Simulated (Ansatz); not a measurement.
The reference is a 16-atom supercell of BeO in the wurtzite structure (space group P6_3mc, No. 186) at its relaxed geometry.

```
BeO
1.0
    5.38097     0.00000     0.00000
   -2.69049     4.66006     0.00000
    2.69049     4.66006     4.36988
Be O
8 8
Direct
  0.33188   0.16522   0.00145
  0.33188   0.66522   0.00145
  0.83188   0.16522   0.00145
  0.83188   0.66522   0.00145
  0.66522   0.83188   0.50145
  0.66522   0.33188   0.50145
  0.16522   0.83188   0.50145
  0.16522   0.33188   0.50145
  0.70958   0.54292   0.62375
  0.70958   0.04292   0.62375
  0.20958   0.54292   0.62375
  0.20958   0.04292   0.62375
  0.04292   0.20958   0.12375
  0.04292   0.70958   0.12375
  0.54292   0.20958   0.12375
  0.54292   0.70958   0.12375
```

The values are results of DFT with r2SCAN, PAW potentials and a 500 eV plane-wave cutoff in Ansatz (a quantum-chemistry and plane-wave program), no SOC, not measurements.

Before the change:

The mean distance from the defect site to its nearest host atoms comes out as 1.64 Å and the pressure comes out as 0.0 GPa.

One thing is altered: a neutral O vacancy, atoms relaxed at fixed cell, starting from a slightly rattled geometry.

**Question.** Predict the new mean distance from the defect site to its nearest host atoms, pressure and largest displacement of a host atom from its site in the perfect cell.

**Answer.** The mean distance from the defect site to its nearest host atoms drops by 0.027 Å (1.64 Å → 1.62 Å); the pressure goes from zero to -3.2 GPa; the largest displacement of a host atom from its site in the perfect cell comes out as 0.03 Å.

Other magnetic orders, which the real material may have, were not ruled out. The cell is small, so the values are those of an ordered compound at a high defect concentration; dilute-limit values will differ. Starting moments died away, wholly or in part, for O vacancy; another magnetic solution may exist. The defect cell is spin-polarised and ends with 0.0 μB.
